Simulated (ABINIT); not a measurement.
# C (C2/m) in ABINIT: reference runs

How does C come out in PBE? The cell is run as given and disturbed.

Everything below comes from runs of ABINIT 10.8.3 (patched build). Logs are shortened: lines on timing, memory, paths and dates and some standing lists are left out, and cuts for length are marked. The log counts tension as positive stress, the text compression.

**1. The structure**

Symmetry: C2/m, No. 12, monoclinic system. The conventional cell has a = 4.255 Å, b = 2.457 Å, c = 3.765 Å, α = 90.00°, β = 111.49°, γ = 90.00°. Around C (site symmetry m) lie 3 C at 1.42 Å.

This is a stacking variant of graphite.

**2. Single point, PBE**

run.abi reads:

```
pp_dirpath "./"
pseudos "C.GGA_PBE-JTH.xml"

structure "poscar:POSCAR"
natom 2
chkprim 0
chksymtnons 0
tolsym 1.0e-6

ecut 19.0
pawecutdg 38.0
pawovlp 30

kptopt 1
ngkpt 13 13 8
nshiftk 1
shiftk 0.0 0.0 0.0

ixc 11

nband 8
occopt 3
tsmear 0.00183747

nstep 100
tolvrs 1.0e-9

iomode 3
prtwf 0
prtden 0
prteig 0
prtebands 0
```

POSCAR reads:

```
C
1.0
    2.1273203072     -1.2282824400      0.0000000000
    2.1273203072      1.2282824400      0.0000000000
   -1.3790696309      0.0000000000      3.5028300786
C
2
Direct
    0.1666444700      0.1666444700      0.9999069600  C
    0.8333555300      0.8333555300      0.0000930400  C
```

Potentials or basis: JTH PAW PBE v2.0.

The run is started by

```
abinit run.abi > log 2>&1
```

run.abo:

```text
.Version 10.8.3 of ABINIT
 Symmetries : space group C2/m (# 12); Bravais mC (1-face-center monocl.)
================================================================================
 Values of the parameters that define the memory need of the present run
     intxc =       0    ionmov =       0      iscf =      17    lmnmax =       8
     lnmax =       4     mgfft =      30  mpssoang =       2    mqgrid =    3001
     natom =       2  nloc_mem =       2    nspden =       1   nspinor =       1
    nsppol =       1      nsym =       4    n1xccc =       1    ntypat =       1
    occopt =       3   xclevel =       2
       mpw =         502          nfft =       12000          nkpt =         371
 PAW method is used; the additional fine FFT grid is defined by:
   mgfftf=        40    nfftf =     29160
================================================================================
================================================================================

--------------------------------------------------------------------------------
------------- Echo of variables that govern the present computation ------------
--------------------------------------------------------------------------------
 -outvars: echo values of preprocessed input variables --------
            acell      1.0000000000E+00  1.0000000000E+00  1.0000000000E+00 Bohr
              amu      1.20110000E+01
          chkprim           0
      chksymtnons           0
             ecut      1.90000000E+01 Hartree
                       outvar_i_n : Printing only first  50 k-points.
              ixc          11
                       outvar_i_n : Printing only first  50 k-points.
         kptrlatt       13    0    0      0   13    0      0    0    8
          kptrlen      5.69113762E+01
            natom           2
            nband           8
            ngfft          20      20      30
          ngfftdg          27      27      40
             nkpt         371
            nstep         100
             nsym           4
           ntypat           1
                       prtocc : prtvol=0, do not print more k-points.
           occopt           3
        pawecutdg      3.80000000E+01 Hartree
          pawovlp      3.0000000000E+01
         pawxcdev           0
           prtden           0
        prtebands           0
           prteig           0
            prtwf           0
            rprim      4.0200527627E+00 -2.3211174169E+00  0.0000000000E+00
                       4.0200527627E+00  2.3211174169E+00  0.0000000000E+00
                      -2.6060639110E+00  0.0000000000E+00  6.6193895141E+00
          spgroup          12
           tolsym      1.00000000E-06
           tolvrs      1.00000000E-09
           tsmear      1.83747000E-03 Hartree
            typat      1  1
           useylm           1
                       outvars : Printing only first  50 k-points.
           xangst     -6.6992899203E-01  9.9314185414E-18  3.5025041753E+00
                       3.5454999755E+00  3.3593167556E-17  3.2590331051E-04
            xcart     -1.2659823188E+00  1.8767661085E-17  6.6187736461E+00
                       6.7000239332E+00  6.3481886382E-17  6.1586800040E-04
             xred      1.6664447000E-01  1.6664447000E-01  9.9990696000E-01
                       8.3335553000E-01  8.3335553000E-01  9.3040000000E-05
            znucl        6.00000

================================================================================

 chkinp: Checking input parameters for consistency.

================================================================================
== DATASET  1 ==================================================================

--- !DatasetInfo
iteration_state: {dtset: 1, }
dimensions: {natom: 2, nkpt: 371, mband: 8, nsppol: 1, nspinor: 1, nspden: 1, mpw: 502, }
cutoff_energies: {ecut:  19.0, pawecutdg:  38.0, }
electrons: {nelect:   8.00000000E+00, charge:   0.00000000E+00, occopt:   3.00000000E+00, tsmear:   1.83747000E-03, }
meta: {optdriver: 0, ionmov: 0, optcell: 0, iscf: 17, paral_kgb: 0, }
...

 Exchange-correlation functional for the present dataset will be:
  GGA: Perdew-Burke-Ernzerhof functional - ixc=11
  J.P.Perdew, K.Burke, M.Ernzerhof, PRL 77, 3865 (1996)

 Real(R)+Recip(G) space primitive vectors, cartesian coordinates (Bohr,Bohr^-1):
 R(1)=  4.0200528 -2.3211174  0.0000000  G(1)=  0.1243765 -0.2154135  0.0489672
 R(2)=  4.0200528  2.3211174  0.0000000  G(2)=  0.1243765  0.2154135  0.0489672
 R(3)= -2.6060639  0.0000000  6.6193895  G(3)=  0.0000000  0.0000000  0.1510713
 Unit cell volume ucvol=  1.2353124E+02 bohr^3
 Angles (23,13,12)=  1.08496630E+02  1.08496630E+02  6.00029689E+01 degrees

 Coarse grid specifications (used for wave-functions):

 getcut: wavevector=  0.0000  0.0000  0.0000  ngfft=  20  20  30
         ecut(hartree)=     19.000   => boxcut(ratio)=   2.14936

 Fine grid specifications (used for densities):

 getcut: wavevector=  0.0000  0.0000  0.0000  ngfft=  27  27  40
         ecut(hartree)=     38.000   => boxcut(ratio)=   2.02047

--- Pseudopotential description ------------------------------------------------
- pspini: atom type   1  psp file is ./C.GGA_PBE-JTH.xml
 Pseudopotential format is: paw10
 basis_size (lnmax)=  4 (lmn_size=  8), orbitals=   0   0   1   1
 Spheres core radius: rc_sph= 1.50736703
 Shapefunction is SIN type: shapef(r)=[sin(pi*r/rshp)/(pi*r/rshp)]**2
 Radius for shape functions =  1.30052589
 Compensation charge density is not taken into account in XC energy/potential

   6.99883411E+01                                ecore*ucvol(ha*bohr**3)
--------------------------------------------------------------------------------

[... 7 lines left out ...]

     iter   Etot(hartree)      deltaE(h)  residm     nres2
 ETOT  1  -11.523019894345    -1.152E+01 1.264E-01 1.010E+01
 ETOT  2  -11.499419782197     2.360E-02 9.192E-03 1.077E+00
 ETOT  3  -11.494286557230     5.133E-03 3.935E-03 3.817E-02
 ETOT  4  -11.494488509603    -2.020E-04 3.082E-03 2.156E-03
 ETOT  5  -11.494501427112    -1.292E-05 1.073E-03 4.968E-04
 ETOT  6  -11.494506805111    -5.378E-06 1.031E-03 5.425E-06
 ETOT  7  -11.494506882903    -7.779E-08 3.119E-04 6.622E-07
 ETOT  8  -11.494506884434    -1.530E-09 4.058E-04 3.540E-08
 ETOT  9  -11.494506884677    -2.430E-10 1.032E-04 5.000E-10

 At SCF step    9       nres2   =  5.00E-10 < tolvrs=  1.00E-09 =>converged.

 Cartesian components of stress tensor (hartree/bohr^3)
  sigma(1 1)= -1.38839359E-04  sigma(3 2)=  0.00000000E+00
  sigma(2 2)= -1.36776731E-04  sigma(3 1)=  8.17417061E-07
  sigma(3 3)= -7.48427252E-05  sigma(2 1)=  0.00000000E+00

--- !ResultsGS
iteration_state: {dtset: 1, }
comment   : Summary of ground state results
lattice_vectors:
- [  4.0200528,  -2.3211174,   0.0000000, ]
- [  4.0200528,   2.3211174,   0.0000000, ]
- [ -2.6060639,   0.0000000,   6.6193895, ]
lattice_lengths: [   4.64203,    4.64203,    7.11392, ]
lattice_angles: [108.497, 108.497,  60.003, ] # degrees, (23, 13, 12)
lattice_volume:   1.2353124E+02
convergence: {deltae: -2.430E-10, res2:  5.000E-10, residm:  1.032E-04, diffor: null, }
etotal    :  -1.14945069E+01
entropy   :   0.00000000E+00
fermie    :   1.74498060E-01
cartesian_stress_tensor: # hartree/bohr^3
- [ -1.38839359E-04,   0.00000000E+00,   8.17417061E-07, ]
- [  0.00000000E+00,  -1.36776731E-04,   0.00000000E+00, ]
- [  8.17417061E-07,   0.00000000E+00,  -7.48427252E-05, ]
pressure_GPa:   3.4370E+00
xred      :
- [  1.6664E-01,   1.6664E-01,   9.9991E-01,  C]
- [  8.3336E-01,   8.3336E-01,   9.3040E-05,  C]
cartesian_forces: # hartree/bohr
- [ -2.02740105E-04,   5.37357753E-21,   2.88988794E-05, ]
- [  2.02740105E-04,  -5.37357753E-21,  -2.88988794E-05, ]
force_length_stats: {min:   2.04789393E-04, max:   2.04789393E-04, mean:   2.04789393E-04, }
...

 Integrated electronic density in atomic spheres:
 ------------------------------------------------
 Atom  Sphere_radius  Integrated_density
    1        1.50737          2.75171447
    2        1.50737          2.75171447

================================================================================

 ----iterations are completed or convergence reached----

 Mean square residual over all n,k,spin=   11.852E-08; max=  10.319E-05
 reduced coordinates (array xred) for    2 atoms
       0.166644470000      0.166644470000      0.999906960000
       0.833355530000      0.833355530000      0.000093040000
 rms dE/dt=  7.8452E-04; max dE/dt=  8.1503E-04; dE/dt below (all hartree)
    1       0.000815025919      0.000815025919     -0.000719646610
    2      -0.000815025919     -0.000815025919      0.000719646610

 cartesian coordinates (angstrom) at end:
    1     -0.66992899203438     0.00000000000000     3.50250417528949
    2      3.54549997553438     0.00000000000000     0.00032590331051

 cartesian forces (hartree/bohr) at end:
    1     -0.00020274010500     0.00000000000000     0.00002889887940
    2      0.00020274010500    -0.00000000000000    -0.00002889887940
 frms,max,avg= 1.1823521E-04 2.0274010E-04   0.000E+00  0.000E+00  0.000E+00 h/b

 cartesian forces (eV/Angstrom) at end:
    1     -0.01042531536635     0.00000000000000     0.00148604012734
    2      0.01042531536635    -0.00000000000000    -0.00148604012734
 frms,max,avg= 6.0798990E-03 1.0425315E-02   0.000E+00  0.000E+00  0.000E+00 e/A
 length scales=  1.000000000000  1.000000000000  1.000000000000 bohr
              =  0.529177210544  0.529177210544  0.529177210544 angstroms
 Fermi (or HOMO) energy (hartree) =   0.17450   Average Vxc (hartree)=  -0.37094
 Eigenvalues (hartree) for nkpt= 371  k points:
 kpt#   1, nband=  8, wtk=  0.00074, kpt=  0.0000  0.0000  0.0000 (reduced coord)
  -0.55173   -0.07927    0.06168    0.06182    0.31646    0.48202    0.48210    0.59527
      occupation numbers for kpt#   1
   2.00000    2.00000    2.00000    2.00000    0.00000    0.00000    0.00000    0.00000
 prteigrs : prtvol=0 or 1, do not print more k-points.

--- !EnergyTerms
iteration_state     : {dtset: 1, }
comment             : Components of total free energy in Hartree
kinetic             :  6.84774483480097E+00
hartree             :  3.75624281642307E+00
xc                  : -4.29844200020086E+00
Ewald energy        : -7.95235816357237E+00
psp_core            :  5.66563905353647E-01
local_psp           : -1.19594665636794E+01
PAW spherical_terms :  1.54521784515318E+00
internal            : -1.14944973257218E+01
'-kT*entropy'       : -4.14288067134643E-08
total_energy        : -1.14944973671506E+01
total_energy_eV     : -3.12781207560946E+02
...

--- !EnergyTermsDC
iteration_state     : {dtset: 1, }
comment             : '"Double-counting" decomposition of free energy'
band_energy         : -1.31715730421897E+00
Ewald energy        : -7.95235816357237E+00
psp_core            :  5.66563905353647E-01
xc_dc               : -3.61203239873434E+00
PAW spherical_terms :  8.20477117924266E-01
internal            : -1.14945068432478E+01
'-kT*entropy'       : -4.14288067134643E-08
total_energy_dc     : -1.14945068846766E+01
total_energy_dc_eV  : -3.12781466546022E+02
...

--- !EnergyTermsWithPAWCore
iteration_state     : {dtset: 1, }
comment             : 'Components of total free energy, including PAW core contributions'
Total energy        : -7.62083316777114E+01
Total energy DC     : -7.62083411952374E+01
Total energy (eV)   : -2.07373434844403E+03
Total energy DC (eV): -2.07373460742911E+03
...

 Cartesian components of stress tensor (hartree/bohr^3)
  sigma(1 1)= -1.38839359E-04  sigma(3 2)=  0.00000000E+00
  sigma(2 2)= -1.36776731E-04  sigma(3 1)=  8.17417061E-07
  sigma(3 3)= -7.48427252E-05  sigma(2 1)=  0.00000000E+00

-Cartesian components of stress tensor (GPa)         [Pressure=  3.4370E+00 GPa]
- sigma(1 1)= -4.08479495E+00  sigma(3 2)=  0.00000000E+00
- sigma(2 2)= -4.02411035E+00  sigma(3 1)=  2.40492402E-02
- sigma(3 3)= -2.20194900E+00  sigma(2 1)=  0.00000000E+00

== END DATASET(S) ==============================================================
================================================================================

 -outvars: echo values of variables after computation  --------
            acell      1.0000000000E+00  1.0000000000E+00  1.0000000000E+00 Bohr
           etotal     -1.1494506885E+01
            fcart     -2.0274010500E-04  5.3735775289E-21  2.8898879397E-05
                       2.0274010500E-04 -5.3735775289E-21 -2.8898879397E-05
            rprim      4.0200527627E+00 -2.3211174169E+00  0.0000000000E+00
                       4.0200527627E+00  2.3211174169E+00  0.0000000000E+00
                      -2.6060639110E+00  0.0000000000E+00  6.6193895141E+00
           strten     -1.3883935850E-04 -1.3677673081E-04 -7.4842725197E-05
                       0.0000000000E+00  8.1741706119E-07  0.0000000000E+00
           xangst     -6.6992899203E-01  9.9314185414E-18  3.5025041753E+00
                       3.5454999755E+00  3.3593167556E-17  3.2590331051E-04
             xred      1.6664447000E-01  1.6664447000E-01  9.9990696000E-01
                       8.3335553000E-01  8.3335553000E-01  9.3040000000E-05
 Calculation completed.
```

Wall time 30 s (1 thread of Arm Neoverse V1, shared host); peak memory 0.12 GiB.

Results:

| Quantity | Value |
| --- | --- |
| Free energy | -312.7815 eV |
| Pressure | 3.4 GPa |
| Largest force | 0.011 eV/Å |
| Band gap on the k mesh | 0.93 eV, indirect (least direct gap 0.94 eV) |

Forces in eV/Å, atoms in the order of the input:
```
C   -0.010  0.000  0.001
C    0.010  0.000 -0.001
```

Stress tensor (GPa, compression positive):
```
 4.08  0.00 -0.02
 0.00  4.02  0.00
-0.02  0.00  2.20
```

Caveat: an odd mesh through Γ misses points on the zone boundary, where band edges often lie; this functional lacks dispersion, which binds the layers, so the pressure and a relaxed spacing across them are unreliable; the atomic spheres overlap.

(Continued in part 2 of 2.)
